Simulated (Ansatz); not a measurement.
# Al6N: the cost of one run

Program: Ansatz 0.2.0. Level of theory: DFT PBE, scalar-relativistic, plane waves, PAW. These are calculated values, not measurements.

13 further runs of the same task are left out: 13 set aside as unsound or not needed.

## Step 1: The starting structure

Symmetry: Fm-3m, No. 225, cubic system. Conventional cell: a = 4.041 Å, b = 4.041 Å, c = 4.041 Å, α = 90.00°, β = 90.00°, γ = 90.00°. Al (site symmetry m-3m) is surrounded by 12 Al at 2.86 Å.

Structure file:

```xyz
1
Lattice="0.0000 2.0203 2.0203 2.0203 0.0000 2.0203 2.0203 2.0203 0.0000" Properties=species:S:1:pos:R:3 pbc="T T T"
Al    0.0000    0.0000    0.0000
```

This cell was relaxed beforehand with the same method: volume 16.49 Å³/atom, gap on the mesh none (metal).

## Step 3: Plan of the scan

Atoms count from 1 in the order of the input.

N2 lies flat over one site of a rigid substrate while its bond length and height are varied.

First coordinate, distance N13-N14: 8 values from 1.000 to 3.000 Å. Second coordinate, height of the N2 axis above the plane of Al9: 8 values from 0.80 to 3.60 Å.

Nothing else is relaxed. Points are written as (first, second).

(The set-up runs are not shown.)

## Step 4: Grid point (1.845 Å, 2.08 Å)

input.yaml reads:

```yaml
crystal:
  lattice:
    - [5.7143028096, 0.0, 0.0]
    - [0.0, 5.7143028096, 0.0]
    - [0.0, 0.0, 22.1750227687]
  atoms:
    - { symbol: Al, position: [0.25, 0.25, 0.1803831293] }
    - { symbol: Al, position: [0.25, 0.75, 0.1803831293] }
    - { symbol: Al, position: [0.75, 0.25, 0.1803831293] }
    - { symbol: Al, position: [0.75, 0.75, 0.1803831293] }
    - { symbol: Al, position: [0.0, 0.0, 0.274409492] }
    - { symbol: Al, position: [0.0, 0.5, 0.274409492] }
    - { symbol: Al, position: [0.5, 0.0, 0.274409492] }
    - { symbol: Al, position: [0.5, 0.5, 0.274409492] }
    - { symbol: Al, position: [0.25, 0.25, 0.3686590473] }
    - { symbol: Al, position: [0.25, 0.75, 0.3686590473] }
    - { symbol: Al, position: [0.75, 0.25, 0.3686590473] }
    - { symbol: Al, position: [0.75, 0.75, 0.3686590473] }
    - { symbol: "N", position: [0.338562983, 0.5, 0.4624582746] }
    - { symbol: "N", position: [0.661437017, 0.5, 0.4624582746] }
basis:
  ecutwfc: 420
kpoints:
  mp_grid: { grid: [5, 5, 1] }
hamiltonian:
  xc: pbe
scf:
  occupations: { method: gaussian, width: 0.1 }
output:
  forces: true
  eigenvalues: true
efield:
  axis: 3
  dipole_correction: true
  ramp_width: 0.04
```

Run with:

```sh
$ ansatz run input.yaml --threads 4 --pin off --max-ram 12288MiB --backend cpu --events-out ev --progress --plain --runs-dir out
```

**Question.** How long does this run take on 4 threads of Intel Xeon Platinum 8175M at 2.50GHz (Skylake/Cascade Lake), shared host, and how much memory does it need?

About 4.2 s, with a peak of 1 GiB.
